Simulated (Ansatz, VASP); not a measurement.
Ba: VASP beside Ansatz

INCAR

```
SYSTEM = Ba
PREC = Accurate ; ENCUT = 520
EDIFF = 1E-6 ; ISMEAR = 0
SIGMA = 0.1 ; LREAL = .False.
LASPH = .True. ; NELM = 100
ALGO = Normal ; ISIF = 2
LWAVE = .False. ; LCHARG = .False.
GGA = PE ; NBANDS = 11
```

The input KPOINTS:

```
Automatic mesh
0
Gamma
  6 6 6
  0 0 0
```

File POSCAR:

```
Ba
1.0
    4.3116136979      0.0000000000      0.0000000000
   -2.1558068490      3.7339669937      0.0000000000
    0.0000000000      0.0000000000      3.9134133000
Ba
1
Direct
    0.0000000000      0.0000000000      0.0000000000
```

Input for Ansatz:

```yaml
crystal:
  lattice:
    - [4.3116136979, 0.0, 0.0]
    - [-2.155806849, 3.7339669937, 0.0]
    - [0.0, 0.0, 3.9134133]
  atoms:
    - { symbol: Ba, position: [0.0, 0.0, 0.0] }
basis:
  ecutwfc: 420
kpoints:
  mp_grid: { grid: [6, 6, 6] }
hamiltonian:
  xc: pbe
scf:
  occupations: { method: gaussian, width: 0.1 }
output:
  forces: true
  stress: true
  eigenvalues: true
```

This isn't the form of Ba at room conditions, which is bcc.

Alike in both runs: task single point; functional PBE; k mesh 6 × 6 × 6; occupations gaussian, width 0.1 eV; no spin polarisation.

|  | VASP | Ansatz |
| --- | --- | --- |
| version | VASP 6.6.1 | Ansatz 0.2.0 |
| potentials or method | VASP PAW PBE potentials, release 64 (Ba_sv) | scalar-relativistic, plane waves, PAW |
| plane-wave cutoff (eV) | 520 | 420 |
| valence electrons in the cell | 10 | 10 |

|  | VASP | Ansatz | Ansatz less VASP |
| --- | --- | --- | --- |
| gap on the k mesh at the Fermi level (eV) | none | none | - |
| pressure (GPa) | -0.1 | -0.1 | -0.08 |
| largest component of the traceless stress (GPa) | 0.69 | 0.65 | -0.040 |

A gap of «none» marks a metal or a gap that the smearing closes. The functional is the same, so the differences come from potentials, cutoffs and numerics.

Spin-orbit coupling is left out, which matters for the levels of Ba.
